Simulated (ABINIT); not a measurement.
A run of ABINIT 10.8.3 (patched build) is set up as follows.

Contents of run.abi:

```
# Pseudopotentials
pp_dirpath "./"
pseudos "Al.GGA_PBE-JTH.xml, O.GGA_PBE-JTH.xml"

# Structure
acell 3*1.0
rprim
     5.4505842067     0.0000000000     0.0000000000
    -2.7252921035     4.7203443885     0.0000000000
     0.0000000000     0.0000000000    17.6439088223
ntypat 2
znucl 13 8
natom 5
typat 1 1 2 2 2
xred
     0.0000000000     0.0000000000     0.8500076700
     0.0000000000     0.0000000000     0.1499923300
     0.3333333333     0.6666666667     0.7776830800
     0.6666666667     0.3333333333     0.0000000000
     0.3333333333     0.6666666667     0.2223169200

# Plane-wave basis
ecut 625.861884 eV
pawecutdg 45.0
pawxcdev 0

# k points
kptopt 1
ngkpt 11 11 3
nshiftk 1
shiftk 0.0 0.0 0.0

# Exchange and correlation
ixc 11

# Bands and occupations
nband 16
occopt 3
tsmear 0.00183747

# SCF cycle
nstep 100
tolvrs 1.0e-9

# Output
iomode 3
prtwf 0
prtden 0
prteig 0
prtebands 0
enunit 1
```

Potentials or basis: JTH PAW PBE v2.0.

The run is started by

```sh
$ abinit run.abi > log 2>&1
```

Q: Predict the largest force.

A: 0.069 eV/Å.

Q: Predict the band gap on the k mesh.

A: 4.76 eV, indirect (least direct gap 5.00 eV).

Q: What does it give for the pressure?

A: 0.3 GPa.

Stress tensor (GPa, compression positive):
```
 0.51  0.00  0.00
 0.00  0.51  0.00
 0.00  0.00 -0.01
```

Caveat: an odd mesh through Γ misses points on the zone boundary, where band edges often lie. As with any semilocal functional, this PBE gap is likely too small.
